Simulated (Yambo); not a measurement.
Crystal: KCl (Sylvite).

```xyz
2
Lattice="0.0000 3.1465 3.1465 3.1465 0.0000 3.1465 3.1465 3.1465 0.0000" Properties=species:S:1:pos:R:3 pbc="T T T"
K     0.0000    0.0000    0.0000
Cl    3.1465    3.1465    3.1465
```

Base run:

| Item | Value |
| --- | --- |
| Program | Yambo 5.3.0 |
| Functional | LDA |
| Potentials or basis | PseudoDojo 0.4.1 SR LDA standard |
| Cutoff | 980 eV |
| Density cutoff | 3918 eV |
| k mesh | 6 × 6 × 6 |
| Occupations | fixed |
| Spin | no spin polarisation |

Its results: band gap on the k mesh, mean-field level 4.74 eV, direct.

Task: The run is repeated on the same cell with these changes: functional from LDA to PBEsol; potentials or basis from PseudoDojo 0.4.1 SR LDA standard to PseudoDojo 0.4.1 SR PBEsol standard; cutoff from 980 eV to 1007 eV; density cutoff from 3918 eV to 4027 eV. What comes out?

Result: Band gap on the k mesh, mean-field level 5.03 eV, direct.

A k mesh can miss the band edges.
